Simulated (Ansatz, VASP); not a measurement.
# Si23PH5Cl3 in two plane-wave programs

One calculation is typed for both programs; each brings its own data sets. How far apart do they land? The cell is taken from a series of runs on this material, whose earlier steps may have relaxed, scaled, displaced or heated it; both programs get it as it stands.

Main program and level: Ansatz 0.2.0; plane waves, with VASP 6.6.1 beside it; single point at PBE.

## Step 1: The structure

The cell holds 32 atoms: 3 Cl, 5 H, 23 Si and 1 P. Cell: a = 7.679 Å, b = 7.679 Å, c = 24.594 Å, α = 90.0°, β = 90.0°, γ = 60.0°. It derives from Si. As first built, before any earlier steps moved the atoms (in the runner's words): kind terminated face; group Cl; share_of_top_atoms 0.75; rest H; oxygen_in_back_bonds 0; lower_face H. Vacuum lies along c.

## Step 2: Ansatz: single point, PBE, pair 1

Ansatz runs on its PAW soft_1 files.

With cell and atoms fixed, the geometry can't cause a difference; cores, projectors, grids and the points listed under the comparison can.

input.yaml

```yaml
crystal:
  lattice:
    - [7.6791796437, 0.0, 0.0]
    - [3.8395898218, 6.6503646517, 0.0]
    - [0.0, 0.0, 24.5937769138]
  atoms:
    - { symbol: Cl, position: [-5.47362e-05, -5.47362e-05, 0.7164241513] }
    - { symbol: Cl, position: [0.5001094724, -5.47362e-05, 0.7164241513] }
    - { symbol: Cl, position: [-5.47362e-05, 0.5001094724, 0.7164241513] }
    - { symbol: H, position: [0.5, 0.5, 0.6941804779] }
    - { symbol: Si, position: [0.0002237622, 0.0002237622, 0.6317656364] }
    - { symbol: Si, position: [0.4995524756, 0.0002237622, 0.6317656364] }
    - { symbol: Si, position: [0.0002237622, 0.4995524756, 0.6317656364] }
    - { symbol: P, position: [0.5, 0.5, 0.6333065402] }
    - { symbol: Si, position: [0.8316461481, 0.3341769259, 0.6005964053] }
    - { symbol: Si, position: [0.3341769259, 0.3341769259, 0.6005964053] }
    - { symbol: Si, position: [0.8333333333, 0.8333333333, 0.6003497538] }
    - { symbol: Si, position: [0.3341769259, 0.8316461481, 0.6005964053] }
    - { symbol: Si, position: [0.8334226737, 0.3332886631, 0.5043894785] }
    - { symbol: Si, position: [0.3332886631, 0.3332886631, 0.5043894785] }
    - { symbol: Si, position: [0.8333333333, 0.8333333333, 0.5041145395] }
    - { symbol: Si, position: [0.3332886631, 0.8334226737, 0.5043894785] }
    - { symbol: Si, position: [0.1666666667, 0.1666666667, 0.471906528] }
    - { symbol: Si, position: [0.6665662438, 0.1668675124, 0.471809537] }
    - { symbol: Si, position: [0.1668675124, 0.6665662438, 0.471809537] }
    - { symbol: Si, position: [0.6665662438, 0.6665662438, 0.471809537] }
    - { symbol: Si, position: [0.1666666667, 0.1666666667, 0.375857398] }
    - { symbol: Si, position: [0.6666666667, 0.1666666667, 0.375857398] }
    - { symbol: Si, position: [0.1666666667, 0.6666666667, 0.375857398] }
    - { symbol: Si, position: [0.6666666667, 0.6666666667, 0.375857398] }
    - { symbol: Si, position: [0.0, 0.0, 0.343989458] }
    - { symbol: Si, position: [0.5, 0.0, 0.343989458] }
    - { symbol: Si, position: [0.0, 0.5, 0.343989458] }
    - { symbol: Si, position: [0.5, 0.5, 0.343989458] }
    - { symbol: H, position: [0.0, 0.0, 0.284624847] }
    - { symbol: H, position: [0.5, 0.0, 0.284624847] }
    - { symbol: H, position: [0.0, 0.5, 0.284624847] }
    - { symbol: H, position: [0.5, 0.5, 0.284624847] }
kpoints:
  mp_grid: { grid: [3, 3, 1] }
scf:
  occupations: { method: fermi_dirac, width: 0.02 }
  n_extra_bands: 25
hamiltonian:
  xc: pbe
  pseudopotentials: { kind: paw, azcp: { folder: soft_1 } }
output:
  forces: true
  write_potential: true
  volumetric_format: []
efield:
  axis: 3
  dipole_correction: true
```

Command:

```
ansatz run input.yaml --threads 4 --pin off --max-ram 11264MiB --backend cpu --events-out ev --progress --plain --runs-dir out
```

Numbers of over 12 decimals in the logs are rounded to 6 here.

Log:

```text
scf.n_extra_bands = 25 over 62 filled bands (N_el = 123.0): the run solves 87 bands
Engine: ansatz 0.2.0, x86_64-unknown-linux-gnu
Pseudopotentials: kind: paw
Pseudopotential: Cl, paw, valence charge 7, recommended cutoff 420 eV (normal), soft_1/Cl.paw.azcp
Pseudopotential: H, paw, valence charge 1, recommended cutoff 420 eV (normal), soft_1/H.paw.azcp
Pseudopotential: Si, paw, valence charge 4, recommended cutoff 420 eV (normal), soft_1/Si.paw.azcp
Pseudopotential: P, paw, valence charge 5, recommended cutoff 420 eV (normal), soft_1/P.paw.azcp
Functional definition: PBE
  parameter kappa = 0.804
  parameter beta = 0.066725
  exchange = pbe_x(kappa = kappa, mu = beta*pi^2/3)
  correlation = pbe_c(beta = beta)
Crystal: 32 atoms, lattice volume = 1255.988 Å³
Basis set: ecut = 420 eV, 24521 PW (Γ), exchange–correlation on 108×108×360 points (8 copies of the dense FFT grid, shifted against one another)
Bands: 87, of which v1, the nominal top of the filled ones, is band 62 counted from 1 (61 counted from 0)
Symmetry: 6 space group operations
Space group: P3m1 (ITA 156), of the structure as read, at distance tolerance 1.1e-4 Å
k-points: 3 of 9 (time reversal used)
Non-local potential: Cl, projectors of the file, l = 0: 2, l = 1: 2, l = 2: 1
Non-local potential: H, projectors of the file, l = 0: 2, l = 1: 1
Non-local potential: Si, projectors of the file, l = 0: 2, l = 1: 2, l = 2: 1
Non-local potential: P, projectors of the file, l = 0: 2, l = 1: 2, l = 2: 1
PAW form: soft (Blöchl's): semilocal exchange-correlation on the pseudo side does not see the compensation charge
PAW one-centre angular grid: Cl, 110 points (default); XC on 64 Gauss nodes
PAW one-centre angular grid: H, 110 points (default); XC on 64 Gauss nodes
PAW one-centre angular grid: Si, 110 points (default); XC on 64 Gauss nodes
PAW one-centre angular grid: P, 110 points (default); XC on 64 Gauss nodes
Initial density: superposition of atomic densities (neutral atoms: chi_scale 0, normalization atom)
Initial wavefunctions: pseudopotential atomic-orbital guess
Functional: x = pbe(κ = 0.804, μ = 0.219515), c = pbe(β = 0.066725)
SCF iter   1: F=—  HF=-18704.160836 eV  |F-HF|=—  |Δ(HF+E_count)|=         —  Δρ=3.54e-2  dr2=1.59e1  ethr=3.10e-3  p=0.000 e·Å  D=4.21e-7 V/Å  ΔV_dip=-0.00 eV  dr2_dipole=5.84e-1  V_vac-E_F(+/−)=5.49/5.49 eV  ⟨swp⟩=10.3  Hψ=1633  notcnv=0  defer=6
efield: sawtooth ramp at fractional position 0.9505 (placed from the atoms, in the widest stretch of the axis that holds none; the zero of the levels goes with the place), width 0.1000; the density the first Hamiltonian is built on has a dipole p = 0.000 e·Å; the dipole correction subtracts the counter field D = 4.21e-7 V/Å, which shifts the + side's vacuum level by -0.00 eV against the − side's; the planar-averaged density in the ramp window peaks in size at 1.4e-6 e/Å³
preconditioner: auto → LDOS  [insulator: Δε(μ)=0.078 eV  Ē_g=8.016 eV  σ=0.020 eV  W_gap=0.69  n_scr=134 (ndim 8)  ℏωp=11.3 eV  f_vac=0.461  D(μ)=14.42/eV (n_scr^D=64)  ε∞_Penn≈3.0  β→1.0]
SCF iter   2: F=—  HF=-18700.181000 eV  |F-HF|=—  |Δ(HF+E_count)|=    3.98e0  Δρ=7.33e-3  dr2=1.07e0  ethr=3.10e-3  p=-0.114 e·Å  D=-1.65e-2 V/Å  ΔV_dip=0.40 eV  dr2_dipole=3.10e-2  V_vac-E_F(+/−)=3.76/3.35 eV  ⟨swp⟩=3.3  Hψ=544  notcnv=0  defer=48
SCF iter   3: F=—  HF=-18700.243117 eV  |F-HF|=—  |Δ(HF+E_count)|=   6.21e-2  Δρ=3.55e-3  dr2=4.38e-1  ethr=8.69e-4  p=-0.308 e·Å  D=-4.44e-2 V/Å  ΔV_dip=1.09 eV  dr2_dipole=1.16e-1  V_vac-E_F(+/−)=4.79/3.70 eV  ⟨swp⟩=3.0  Hψ=451  notcnv=0  defer=48
SCF iter   4: F=—  HF=-18700.172209 eV  |F-HF|=—  |Δ(HF+E_count)|=   7.09e-2  Δρ=1.28e-3  dr2=1.47e-1  ethr=3.56e-4  p=-0.212 e·Å  D=-3.06e-2 V/Å  ΔV_dip=0.75 eV  dr2_dipole=3.83e-2  V_vac-E_F(+/−)=4.43/3.68 eV  ⟨swp⟩=2.3  Hψ=448  notcnv=0  defer=48
SCF iter   5: F=—  HF=-18700.167178 eV  |F-HF|=—  |Δ(HF+E_count)|=   5.03e-3  Δρ=8.87e-4  dr2=6.08e-2  ethr=1.19e-4  p=-0.215 e·Å  D=-3.10e-2 V/Å  ΔV_dip=0.76 eV  dr2_dipole=2.11e-2  V_vac-E_F(+/−)=4.41/3.65 eV  ⟨swp⟩=2.7  Hψ=359  notcnv=0  defer=48
SCF iter   6: F=—  HF=-18700.159709 eV  |F-HF|=—  |Δ(HF+E_count)|=   7.47e-3  Δρ=3.57e-4  dr2=1.71e-2  ethr=4.95e-5  p=-0.194 e·Å  D=-2.80e-2 V/Å  ΔV_dip=0.69 eV  dr2_dipole=5.21e-3  V_vac-E_F(+/−)=4.35/3.66 eV  ⟨swp⟩=3.3  Hψ=416  notcnv=0  defer=48
SCF iter   7: F=—  HF=-18700.158722 eV  |F-HF|=—  |Δ(HF+E_count)|=   9.88e-4  Δρ=1.77e-4  dr2=2.46e-3  ethr=1.39e-5  p=-0.182 e·Å  D=-2.62e-2 V/Å  ΔV_dip=0.64 eV  dr2_dipole=4.73e-4  V_vac-E_F(+/−)=4.33/3.69 eV  ⟨swp⟩=2.0  Hψ=252  notcnv=0  defer=48
SCF iter   8: F=—  HF=-18700.158879 eV  |F-HF|=—  |Δ(HF+E_count)|=   1.57e-4  Δρ=6.72e-5  dr2=1.85e-4  ethr=2.00e-6  p=-0.180 e·Å  D=-2.59e-2 V/Å  ΔV_dip=0.64 eV  dr2_dipole=1.89e-5  V_vac-E_F(+/−)=4.33/3.69 eV  ⟨swp⟩=2.3  Hψ=383  notcnv=0  defer=48
SCF iter   9: F=—  HF=-18700.158933 eV  |F-HF|=—  |Δ(HF+E_count)|=   5.46e-5  Δρ=2.72e-5  dr2=3.58e-5  ethr=1.51e-7  p=-0.179 e·Å  D=-2.58e-2 V/Å  ΔV_dip=0.64 eV  dr2_dipole=5.62e-8  V_vac-E_F(+/−)=4.33/3.70 eV  ⟨swp⟩=2.0  Hψ=392  notcnv=0  defer=48
SCF iter  10: F=—  HF=-18700.158421 eV  |F-HF|=—  |Δ(HF+E_count)|=   5.12e-4  Δρ=1.36e-5  dr2=8.45e-6  ethr=2.91e-8  p=-0.180 e·Å  D=-2.59e-2 V/Å  ΔV_dip=0.64 eV  dr2_dipole=1.75e-7  V_vac-E_F(+/−)=4.33/3.70 eV  ⟨swp⟩=2.0  Hψ=339  notcnv=0  defer=48
SCF iter  11: F=—  HF=-18700.158421 eV  |F-HF|=—  |Δ(HF+E_count)|=   1.98e-7  Δρ=6.74e-6  dr2=2.14e-6  ethr=6.87e-9  p=-0.180 e·Å  D=-2.59e-2 V/Å  ΔV_dip=0.64 eV  dr2_dipole=5.83e-10  V_vac-E_F(+/−)=4.33/3.70 eV  ⟨swp⟩=2.0  Hψ=333  notcnv=0  defer=48
SCF iter  12: F=—  HF=-18700.158422 eV  |F-HF|=—  |Δ(HF+E_count)|=   7.38e-7  Δρ=3.12e-6  dr2=4.30e-7  ethr=1.74e-9  p=-0.180 e·Å  D=-2.59e-2 V/Å  ΔV_dip=0.64 eV  dr2_dipole=2.85e-10  V_vac-E_F(+/−)=4.33/3.70 eV  ⟨swp⟩=2.0  Hψ=348  notcnv=0  defer=48
SCF iter  13: F=-18700.158422 eV  HF=-18700.158422 eV  |F-HF|=1.59e-8  |Δ(HF+E_count)|=   3.23e-8  Δρ=1.21e-6  dr2=5.78e-8  ethr=8.13e-11  p=-0.180 e·Å  D=-2.59e-2 V/Å  ΔV_dip=0.64 eV  dr2_dipole=1.98e-9  V_vac-E_F(+/−)=4.33/3.70 eV  ⟨swp⟩=27.3  Hψ=3054  notcnv=0
SCF 1 converged in 13 iterations: F = -18700.158422 eV  dr2 = 5.78e-8
  greatest PAW one-centre occupation: 0.906 electrons in one spin orbital (limit 2), on the Cl atom at site 1 (counted from 0), in its partial waves of l = 0
WARN: The output density's exchange-correlation potential varies sharply where the density is thin. Do not read a vacuum level from v_tot or v_xc, or from such a field of the output density. On a cell that repeats whose density bears no net charge and no dipole along the vacuum's axis use v_es (v_loc + v_h of the components); under efield.dipole_correction with no amplitude use v_es + v_field, which holds any externa [...]
SCF converged after 13 iterations
Free energy (F): -18700.158422 eV
Harris-Foulkes:  -18700.158422 eV  (|F-HF|=1.59e-8)
Internal energy: -18700.134131 eV  (E = F + TS)
E sigma→0 (E₀):  -18700.146277 eV
Entropy (-TS):   -0.024291 eV (-0.759 meV/atom)
Fermi energy:    0.841406 eV
Dipole field:    D = -0.025903 V/Å  (p = -0.179794 e·Å, saw-weighted, corrected)
Work function:   Φ+ = 4.3334 eV   Φ− = 3.6963 eV
Levels:          The Fermi level and band energies are counted from a zero that moves with the ramp; work functions are not
--- Per-component energies (eV) ---
  E_band       = -687.397943
  E_kinetic    = 1526.343995
  E_local      = -32128.248312  (includes V_loc(G=0)·N_el)
  E_nonlocal   = 651.323599
  E_hartree    = 15439.197870
  E_xc         = -1734.095838
  E_vxc        = -1560.149015  (∫ρ·V_xc dr)
  E_paw        = -14304.669376  (= ΣΔE_a)
  E_vpaw       = -56.843631  (= ΣTr[D̂ρ^β])
  E_aug_tail   = -0.003707  (compensation charges beyond the density's cutoff)
  E_efield     = 0.002329  (sawtooth field / dipole correction)
  E_vefield    = 1.791835  (∫n·V_field dr)
  E_ewald      = 11850.015310
  E_smearing   = -0.024291  (= −TS)
  E_closure    = 0.000000  (closes the sum)
  Σ components = -18700.158422   (vs F -18700.158422, Δ=0.00e0)
--- Forces (eV/Å), atoms counted from 1 ---
  atom   1  Cl     0.02328449     0.01344331     0.11345714
  atom   2  Cl    -0.02328449     0.01344331     0.11345714
  atom   3  Cl     0.00000000    -0.02688661     0.11345714
  atom   4  H     -0.00000000     0.00000000    -1.25447967
  atom   5  Si    -0.16575631    -0.09569945    -0.09029235
  atom   6  Si     0.16575631    -0.09569945    -0.09029235
  atom   7  Si    -0.00000000     0.19139890    -0.09029235
  atom   8  P      0.00000000     0.00000000     0.31484664
  atom   9  Si     0.22012878    -0.12709141     0.14756300
  atom  10  Si    -0.22012878    -0.12709141     0.14756300
  atom  11  Si     0.00000000     0.00000000    -0.01701200
  atom  12  Si    -0.00000000     0.25418282     0.14756300
  atom  13  Si    -0.13128786     0.07579908    -0.11095160
  atom  14  Si     0.13128786     0.07579908    -0.11095160
  atom  15  Si    -0.00000000     0.00000000    -0.03078094
  atom  16  Si     0.00000000    -0.15159816    -0.11095160
  atom  17  Si     0.00000000     0.00000000     0.40743208
  atom  18  Si     0.00000000    -0.04524597     0.10243302
  atom  19  Si    -0.03918416     0.02262299     0.10243302
  atom  20  Si     0.03918416     0.02262299     0.10243302
  atom  21  Si    -0.00000000     0.00000000    -0.14306983
  atom  22  Si    -0.00000000     0.02906508    -0.09505731
  atom  23  Si     0.02517110    -0.01453254    -0.09505731
  atom  24  Si    -0.02517110    -0.01453254    -0.09505731
  atom  25  Si    -0.03492162    -0.02016201     0.90647804
  atom  26  Si     0.03492162    -0.02016201     0.90647804
  atom  27  Si    -0.00000000     0.04032402     0.90647804
  atom  28  Si     0.00000000     0.00000000     0.87436648
  atom  29  H      0.01464961     0.00845796    -0.76567797
  atom  30  H     -0.01464961     0.00845796    -0.76567797
  atom  31  H      0.00000000    -0.01691592    -0.76567797
  atom  32  H     -0.00000000    -0.00000000    -0.77513076
  max |Σ_I F_I| component: 2.79e-5 eV/Å
--- Band table (eV) ---
  k-point 0: bands = [... 58 lower, -0.7099, -0.2222, -0.2222, 0.4212, 0.8418, 0.8418, 1.0390, 1.3734, ... 21 higher]
  k-point 1: bands = [... 58 lower, -1.3281, -1.0780, -0.6035, 0.8480, 1.2842, 1.6198, 1.6630, 1.7669, ... 21 higher]
  k-point 2: bands = [... 58 lower, -1.5562, -1.4266, -1.4058, 1.7457, 1.7762, 2.0122, 2.2124, 2.2491, ... 21 higher]
```

Reading the cycles: dr2 is the Hartree energy of the density residual (eV), the measure of convergence; HF is the Harris–Foulkes estimate of the energy, which meets the free energy F at convergence.

## Step 3: VASP: single point, PBE, pair 1

The same cell, functional, mesh and smearing now go to VASP, with its own data sets.

Lines of VASP's logs that name or quote its potential files are left out, and so is its time.

INCAR

```
SYSTEM = Si23PH5Cl3
PREC = Accurate
ENCUT = 400
EDIFF = 1E-06
NELM = 120
ISMEAR = -1
SIGMA = 0.02
LREAL = Auto
ALGO = Normal
GGA = PE
NBANDS = 84
LORBIT = 11
LWAVE = .FALSE.
LCHARG = .FALSE.
ISIF = 2
LDIPOL = .TRUE.
IDIPOL = 3
DIPOL = 0.5 0.5 0.489
LVHAR = .TRUE.
LASPH = .TRUE.
GGA_COMPAT = .FALSE.
NELMDL = -8
KPAR = 2
```

POSCAR

```
Si23PH5Cl3
1.0
    7.6791796437      0.0000000000      0.0000000000
    3.8395898218      6.6503646517      0.0000000000
    0.0000000000      0.0000000000     24.5937769138
Cl H Si P
3 5 23 1
Direct
    0.9999452638      0.9999452638      0.7164241513
    0.5001094724      0.9999452638      0.7164241513
    0.9999452638      0.5001094724      0.7164241513
    0.5000000000      0.5000000000      0.6941804779
    1.0000000000      0.0000000000      0.2846248470
    0.5000000000      0.0000000000      0.2846248470
    1.0000000000      0.5000000000      0.2846248470
    0.5000000000      0.5000000000      0.2846248470
    0.0002237622      0.0002237622      0.6317656364
    0.4995524756      0.0002237622      0.6317656364
    0.0002237622      0.4995524756      0.6317656364
    0.8316461481      0.3341769259      0.6005964053
    0.3341769259      0.3341769259      0.6005964053
    0.8333333333      0.8333333333      0.6003497538
    0.3341769259      0.8316461481      0.6005964053
    0.8334226737      0.3332886631      0.5043894785
    0.3332886631      0.3332886631      0.5043894785
    0.8333333333      0.8333333333      0.5041145395
    0.3332886631      0.8334226737      0.5043894785
    0.1666666667      0.1666666667      0.4719065280
    0.6665662438      0.1668675124      0.4718095370
    0.1668675124      0.6665662438      0.4718095370
    0.6665662438      0.6665662438      0.4718095370
    0.1666666667      0.1666666667      0.3758573980
    0.6666666667      0.1666666667      0.3758573980
    0.1666666667      0.6666666667      0.3758573980
    0.6666666667      0.6666666667      0.3758573980
    1.0000000000      0.0000000000      0.3439894580
    0.5000000000      0.0000000000      0.3439894580
    1.0000000000      0.5000000000      0.3439894580
    0.5000000000      0.5000000000      0.3439894580
    0.5000000000      0.5000000000      0.6333065402
```

KPOINTS

```
Automatic mesh
0
Gamma
3 3 1
0 0 0
```

Potentials, in the order of the species: Cl, H, Si and P (PBE family, release 64).

Command:

```
mpirun -np 4 vasp_std
```

Log:

```text
[banner, memory and clock lines left out]
running    4 mpi-ranks, on    1 nodes
[...]
LDA part: xc-table for (Slater+PW92), standard interpolation
 POSCAR, INCAR and KPOINTS ok, starting setup
[...]
entering main loop
       N       E                     dE             d eps       ncg     rms          rms(c)
DAV:   1     0.597384764943E+03    0.59738E+03   -0.36842E+04   504   0.900E+02
DAV:   2    -0.754409419256E+02   -0.67283E+03   -0.64662E+03   684   0.188E+02
DAV:   3    -0.155536608805E+03   -0.80096E+02   -0.78652E+02   592   0.643E+01
DAV:   4    -0.159448245952E+03   -0.39116E+01   -0.38939E+01   728   0.157E+01
[...]
DAV:  35    -0.155530697535E+03   -0.49112E-05   -0.31107E-07   372   0.225E-03    0.531E-03
DAV:  36    -0.155530703048E+03   -0.55127E-05   -0.70218E-07   404   0.212E-03    0.255E-03
DAV:  37    -0.155530703796E+03   -0.74804E-06   -0.12761E-07   352   0.102E-03
   1 F= -.15553070E+03 E0= -.15551857E+03  d E =-.242668E-01
```

Parts of OUTCAR (step 3):

```text
  Total        4.6049688      4.6049688     -0.5261393     -0.0000000      0.0000000      0.0000000
  in kB        5.8742410      5.8742410     -0.6711597     -0.0000000      0.0000000      0.0000000
  external PRESSURE =       3.6924408 kB  Pullay stress =       0.0000000 kB

 POSITION                                       TOTAL-FORCE (eV/Angst)
 -----------------------------------------------------------------------------------
     11.51814      6.65000     17.61958         0.023513      0.013575      0.072568
      7.67981      6.65000     17.61958        -0.023513      0.013575      0.072568
      9.59897      3.32591     17.61958         0.000000     -0.027150      0.072568
      5.75938      3.32518     17.07252         0.000000      0.000000     -1.270939
      0.00000      0.00000      7.00000         0.014774      0.008530     -0.763155
      3.83959      0.00000      7.00000        -0.014774      0.008530     -0.763155
      1.91979      3.32518      7.00000         0.000000     -0.017060     -0.763155
      5.75938      3.32518      7.00000         0.000000      0.000000     -0.772597
      0.00258      0.00149     15.53750        -0.168678     -0.097386     -0.051124
      3.83701      0.00149     15.53750         0.168678     -0.097386     -0.051124
      1.91979      3.32221     15.53750        -0.000000      0.194773     -0.051124
      7.66946      2.22240     14.77093         0.218257     -0.126011      0.148429
      3.84931      2.22240     14.77093        -0.218257     -0.126011      0.148429
      9.59897      5.54197     14.76487         0.000000      0.000000     -0.018269
[...]
-----------------------------------------------------------------------------------
    total drift:                                0.000001      0.000001      0.001428

  FREE ENERGIE OF THE ION-ELECTRON SYSTEM (eV)
  ---------------------------------------------------
  free  energy   TOTEN  =      -155.5307037959 eV

  energy  without entropy=     -155.5064370138  energy(sigma->0) =     -155.51857040

[... 3 further parts left out ...]
[key lines of the parts left out:]
E-fermi :   0.6130
```

This run has no spin polarisation. Its electron count is odd, so without a moment it is a metal by construction.

## Step 4: Side by side

Known differences besides the potentials themselves: the cutoff is 420 eV in Ansatz and 400 eV in VASP (PREC = Accurate, projectors in real space). Total energies have different zeros and are not compared.

Both answers:

```csv
quantity,Ansatz,VASP,difference
"work function, lower of the two faces (eV)",3.70,3.70,0.00
"work function, higher of the two faces (eV)",4.33,4.32,+0.02
```

Forces on 10 of the 32 atoms, those with the largest forces and the largest differences (eV/Å; atoms numbered as in POSCAR):

```csv
atom,"Ansatz x, y, z","VASP x, y, z"
Cl1,"0.023, 0.013, 0.113","0.024, 0.014, 0.073"
Cl2,"-0.023, 0.013, 0.113","-0.024, 0.014, 0.073"
Cl3,"0.000, -0.027, 0.113","0.000, -0.027, 0.073"
H4,"0.000, 0.000, -1.254","0.000, 0.000, -1.271"
H5,"0.015, 0.008, -0.766","0.015, 0.009, -0.763"
H8,"0.000, 0.000, -0.775","0.000, 0.000, -0.773"
Si28,"-0.035, -0.020, 0.906","-0.035, -0.020, 0.905"
Si29,"0.035, -0.020, 0.906","0.035, -0.020, 0.905"
Si30,"0.000, 0.040, 0.906","0.000, 0.040, 0.905"
Si31,"0.000, 0.000, 0.874","0.000, 0.000, 0.872"
```

The forces differ by 10 meV/Å r.m.s., which is 3.5 % of the r.m.s. force of 0.289 eV/Å (both taken over all components). With vacuum in the cell, a pressure given here is an average over mostly empty space and none of the material.

(Part 1 of 2 ends here.)

[Lines on the potential files, build, host, timing and source positions are cut from VASP's logs without a mark.]

[Logs are printed without paths, hosts, clocks, repeated set-up lines and the standing remarks that a program may print on its own settings, such as how far it seeks lower states.]

[Hosts, paths, dates, database ids (printed as entryN), source tags and the programs' standing remarks are cut or masked in the printed files.]
